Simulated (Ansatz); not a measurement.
**Hf: a trial structure relaxed**

Where does Hf go from the start given, samarium (9R) type (R-3m, No. 166)?

Program: Ansatz 0.2.0. Level of theory: DFT PBE, scalar-relativistic, plane waves, PAW. These are calculated values, not measurements.

### 1 Starting point

It takes space group R-3m (No. 166, trigonal). Conventional cell: a = 3.335 Å, b = 3.335 Å, c = 24.175 Å, α = 90.00°, β = 90.00°, γ = 120.00°. Hf (site symmetry -3m) has 12 Hf at 3.30 to 3.33 Å as nearest neighbours. Around Hf (site symmetry 3m) lie 12 Hf at 3.30 to 3.33 Å.

As a file:

```
CELL_PARAMETERS angstrom
1.66735 0.96265 8.05821
-1.66735 0.96265 8.05821
0.00000 -1.92529 8.05821
ATOMIC_POSITIONS crystal
Hf 0.00000 0.00000 0.00000
Hf 0.22222 0.22222 0.22222
Hf 0.77778 0.77778 0.77778
```

(A quick probe on a coarse mesh, which set the mesh and smearing, is not shown.)

### 3 A loose first relaxation

input.yaml reads:

```yaml
crystal:
  lattice:
    - [1.6673523697, 0.9626463394, 8.0582093804]
    - [-1.6673523697, 0.9626463394, 8.0582093804]
    - [0.0, -1.925292679, 8.0582093804]
  atoms:
    - { symbol: Hf, position: [0.0, 0.0, 0.0] }
    - { symbol: Hf, position: [0.22222, 0.22222, 0.22222] }
    - { symbol: Hf, position: [0.77778, 0.77778, 0.77778] }
basis:
  ecutwfc: 420
kpoints:
  mp_grid: { grid: [6, 6, 6] }
hamiltonian:
  xc: pbe
scf:
  occupations: { method: gaussian, width: 0.1 }
  lower_state_search: "off"
output:
  forces: true
  stress: true
  eigenvalues: true
relax:
  adjacent_minimum: "off"
  f_tol: 0.04
  max_steps: 70
  cell: { stress_tol: 0.4 }
```

Further runs follow: the relaxation.

What does the calculation give?

**Answer**, as computed:

| quantity | value |
| --- | --- |
| cell (conventional) | a = 3.196 Å, b = 3.196 Å, c = 23.008 Å, α = 90.00°, β = 90.00°, γ = 120.00° |
| space group | R-3m (No. 166) |
| volume | 22.61 Å³/atom |
| gap on the mesh | none (metal) |

**Reading.** The space group stayed R-3m, and from the first guess the volume went from 25.87 to 22.61 Å³/atom. The runs treat Hf without spin-orbit coupling.
